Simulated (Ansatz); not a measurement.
# Al (Fm-3m) in Ansatz: a series of runs, part 2 of 2

Ansatz 0.2.0.

## Step 4: Relaxation of cell and atoms, m-r2SCAN, collinear spin, ferromagnetic start (volume scaled by 1.04)

Input file input.yaml:

```yaml
crystal:
  lattice:
    - [0.0, 2.0514502267, 2.0514502267]
    - [2.0514502267, 0.0, 2.0514502267]
    - [2.0514502267, 2.0514502267, 0.0]
  atoms:
    - { symbol: Al, position_ang: [0.0, 0.0, 0.0], spin: 0.5 }
kpoints:
  mp_grid: { grid: [11, 11, 11] }
scf:
  occupations: { method: fermi_dirac, width: 0.05 }
hamiltonian:
  xc: mr2scan
  pseudopotentials: { kind: all_electron, datasets: crystal }
magnetization:
  spin_polarized: true
output:
  forces: true
  stress: true
relax:
  f_tol: 0.02
  max_steps: 60
  cell: {}
```

Potentials or basis: all-electron PAW datasets made for the crystal.

Launch:

```
$ ansatz run input.yaml --threads 1 --pin off --max-ram 2560MiB --backend cpu --events-out ev --progress --plain --runs-dir out
```

Standard output:

```text
Warning: RAYON_NUM_THREADS=1 ignored (pool sized by the plan → 1); use --threads N
The last accepted step is kept in <dir> (removed where the run ends without a failure and the disk answers)
hamiltonian.pseudopotentials.datasets: crystal makes datasets for this crystal and solves the spheres of its atoms anew in each pass: cutoff 140.0 eV, the density's 980.0 eV;, for an error of 0.50 meV an atom under PBE, 0.5 meV for the cell; an energy difference from a run of another recipe may be off by several times the error for the cell, under r2SCAN by more, where some 0.1 meV an atom stays at smaller errors; Al in spheres of 1.376 Å, 3 of its electrons in bands
Engine: ansatz 0.2.0, x86_64-unknown-linux-gnu
Pseudopotentials: kind: all_electron
Pseudopotential: Al, paw, valence charge 3, recommended cutoff 140 eV (normal), crystal/all_electron/r2scan/scalar/gaussian/Al, Koelling and Harmon's equation, gaussian nucleus
Functional definition: m-r2SCAN
  exchange = m_r2scan_x
  correlation = m_r2scan_c
a search for the magnetic state begins, with frozen cores and fixed partial waves. It gives no result and prints no iterations
the search for the magnetic state of this step took 16 SCF iterations with frozen cores. It stayed in its first state, in which the spheres begin
Crystal: 1 atoms, lattice volume = 17.267 Å³
Basis set: ecut = 140 eV, 59 PW (Γ), exchange–correlation on 60×60×60 points (64 copies of the dense FFT grid, shifted against one another)
Bands: 6, of which v1, the nominal top of the filled ones, is band 2 counted from 1 (1 counted from 0)
Symmetry: 48 space group operations
Space group: Fm-3m (ITA 225), of the structure as read, at distance tolerance 2.6e-5 Å
Magnetic group: BNS 225.116 (UNI 1618), of the structure as read, at distance tolerance 2.6e-5 Å
k-points: 56 of 1331
Non-local potential: Al, projectors of the file, l = 0: 1, l = 1: 1
PAW form: soft (Blöchl's): semilocal exchange-correlation on the pseudo side does not see the compensation charge
PAW one-centre angular grid: Al, 302 points (default); XC on its mesh's 2005 points in the sphere
Initial density: read from a saved state, or passed on in memory by an earlier SCF of this step, an earlier step, the calling program or the single point that the run made first
Starting moments: Σ|m| = 0.5 μB on 1 of 1 site; this step starts from the density that it was given
Initial wavefunctions: pseudopotential atomic-orbital guess
Functional: x = mr2scan, c = mr2scan; τ floored in thin density (d = 2e-4 eV/Å³)
iter 1 solved again at ethr=1.12e-4 eV; its pass at ethr=1.00e-1 eV (dr2=3.35e-3 eV) is discarded
SCF iter   1: F=—  HF=-6610.539443 eV  |F-HF|=—  |Δ(HF+E_count)|=         —  Δρ=5.79e-3 (↑5.79e-3 ↓5.79e-3)  dr2=3.51e-3  dr2_τ=4.72e-6  dr2_m=1.85e-11  M=-0.000 μB ∫|m|=0.000 μB  β_m=0.62  ethr=1.12e-4  ⟨swp⟩=3.6  Hψ=4738  notcnv=0
preconditioner: auto → none  [metal: Δε(μ)=0.058 eV  Ē_g=13.850 eV  σ=0.050 eV  W_gap=0.28  n_scr=0 (ndim 8)  ℏωp=15.5 eV  f_vac=0.013  D(μ)=0.53/eV (n_scr^D=0)]
SCF iter   2: F=—  HF=-6610.520027 eV  |F-HF|=—  |Δ(HF+E_count)|=   1.94e-2  Δρ=4.11e-3 (↑4.11e-3 ↓4.11e-3)  dr2=1.84e-3  dr2_τ=1.24e-7  dr2_m=2.70e-12  M=-0.000 μB ∫|m|=0.000 μB  β_m=0.30  ethr=1.12e-4  ⟨swp⟩=2.1  Hψ=1340  notcnv=0  defer=2  κ⁻¹=1.0e0(r=1)
iter 3 solved again at ethr=2.09e-6 eV; its pass at ethr=6.12e-5 eV (dr2=6.27e-5 eV) is discarded
SCF iter   3: F=—  HF=-6610.532982 eV  |F-HF|=—  |Δ(HF+E_count)|=   1.30e-2  Δρ=3.88e-4 (↑3.87e-4 ↓3.88e-4)  dr2=5.86e-5  dr2_τ=2.25e-7  dr2_m=1.37e-11  M=0.000 μB ∫|m|=0.000 μB  β_m=0.30  ethr=2.09e-6  ⟨swp⟩=2.0  Hψ=2836  notcnv=0  κ⁻¹=1.0e0(r=1)
[... 82 lines left out ...]
Magnetization: 0.0000 μB (1.5000 up, 1.5000 down)
Absolute magnetization: 0.0000 μB (∫|ρ↑−ρ↓|)
Spin contamination: 0.0416 ħ² per cell (⟨S²⟩ above its minimum at these occupations)
Per-site moments (μB) at R_I (Å): [(6.705550331197405e-7, 1.1660423787685827)]
Free energy (F): -6610.558783 eV
Harris-Foulkes:  -6610.558783 eV  (|F-HF|=6.32e-10)
Internal energy: -6610.555066 eV  (E = F + TS)
E sigma→0 (E₀):  -6610.556925 eV
Entropy (-TS):   -0.003716 eV (-3.716 meV/atom)
Past the cutoff: the bands carry plane waves up to 2.50 times it, of which those up to 1.5 times it add -0.000206 eV an atom, each by itself; the spheres take 0.000059 eV an atom off the energy for waves past 2.50 times it
Past the cutoffs: a stress includes 0.0002 GPa for waves and charges beyond them, in addition to the slope of what the spheres take
In the spheres:  the bands' charges fall short by 5.9e-7 e at most (sound up to 1e-3)
Fermi energy:    10.244848 eV
--- Per-component energies (eV) ---
  E_band       = 16.292278
  E_kinetic    = 23.497999
  E_local      = 15.076285  (includes V_loc(G=0)·N_el)
  E_nonlocal   = 4.968493
  E_hartree    = 0.157250
  E_xc         = -24.851505
  E_vxc        = -34.352661  (∫ρ·V_xc dr)
  E_paw        = -6604.914306  (= ΣΔE_a)
  E_vpaw       = -44.721901  (= ΣTr[D̂ρ^β])
  E_vtau       = 1.682349  (kinetic-family band-sum trace: ∫τ·v_τ [+ j·A + Jᵃ·Aᵃ] dr)
  E_ewald      = -74.316493
  E_smearing   = -0.003716  (= −TS)
  E_closure    = 49.827211  (closes the sum)
  Σ components = -6610.558783   (vs F -6610.558783, Δ=0.00e0)
  The terms above E_closure are by the made datasets' own strengths, without shells solved beside the bands.
--- Forces (eV/Å), atoms counted from 1 ---
  atom   1  Al    -0.00000000    -0.00000000    -0.00000000
  max |Σ_I F_I| component: 1.28e-34 eV/Å
--- Stress (GPa, compression-positive) ---
       -0.010307       0.000000       0.000000
        0.000000      -0.010307       0.000000
        0.000000       0.000000      -0.010307
  P = ⅓ Tr σ = -0.0103 GPa (-0.103 kbar)
--- Relaxed structure (4 steps of the walk, 4 accepted, 1 SCFs on fresh bases) ---
  F+E_penalty+E_count = -6610.55878289 eV   max|allowed force component| = 0.000e0 eV/Å   (the final SCF, on the basis selected at the relaxed cell)
  cell:  # Å, volume = 15.9719 Å³
    - [-2.1910099741451035e-33, 1.9988278137652304, 1.9988278137652304]
    - [1.9988278137652304, -2.9043620587504864e-33, 1.9988278137652304]
    - [1.9988278137652304, 1.9988278137652304, 4.076297626316473e-34]
  atoms:
    - { symbol: Al, position: [0.0, 0.0, 0.0] }
```

Wall time 10 s (1 thread of Intel Xeon 6975P-C (Granite Rapids), shared host); peak memory 0.41 GiB.

Results:

* Free energy: -6610.5588 eV
* Relaxed volume: 15.97 Å³/atom
* Relaxed cell: a = 2.827 Å, b = 2.827 Å, c = 2.827 Å, α = 60.00°, β = 60.00°, γ = 60.00°
* Space group after relaxing (to 0.05 Å): Fm-3m (No. 225)
* Energy gained by relaxing: 25.9 meV/atom
* Ionic steps: 5
* Pressure after relaxing: 0.0 GPa
* Net moment: 0.00 μB per cell
* Absolute moment: 0.00 μB per cell

Step by step:
```
step  energy change (eV)  largest force (eV/Å)  volume (Å³)
   1              0.0000                0.0000        17.27
   2             -0.0223                0.0000        15.53
   3             -0.0259                0.0000        16.03
   4             -0.0259                0.0000        15.97
   5             -0.0259                0.0000        15.97
```

Final structure:
```
CELL_PARAMETERS angstrom
0.00000 1.99883 1.99883
1.99883 0.00000 1.99883
1.99883 1.99883 0.00000
ATOMIC_POSITIONS crystal
Al 0.00000 0.00000 0.00000
```

Caveat: the program listed the state as in doubt; the starting moments weren't kept.

## Step 5: Overview

```csv
task,level,potentials or basis,spin,cell,cutoff (eV),smearing,other functionals evaluated on the density,basis error allowed,gap on the mesh (eV),pressure (GPa),moment (μB)
single point,PBEsol+D3(BJ),"all-electron LAPW, scalar-relativistic","collinear, ferromagnetic start",cell strained at random at fixed volume,125,fermi-dirac 0.01 eV,-,0.002 eV/atom,none,-4.8,0.00
single point,PBEsol+D3(BJ),"all-electron LAPW, scalar-relativistic",off,as given,130,gaussian 0.01 eV,"PBEsol, LDA, BLYP",0.001 eV/atom,none,-5.1,-
relaxation of cell and atoms,m-r2SCAN,all-electron PAW datasets made for the crystal,"collinear, ferromagnetic start",relaxed from: volume scaled by 1.04,-,fermi-dirac 0.05 eV,-,-,-,0.0,0.00
```

Alike in all rows: k mesh 11 × 11 × 11.

Caveats: pairwise dispersion overbinds metals, which lowers pressure and volume (some runs); the starting moments weren't kept (some runs); the program listed the state as in doubt (some runs).

Compare energies only between runs with the same functional and basis.
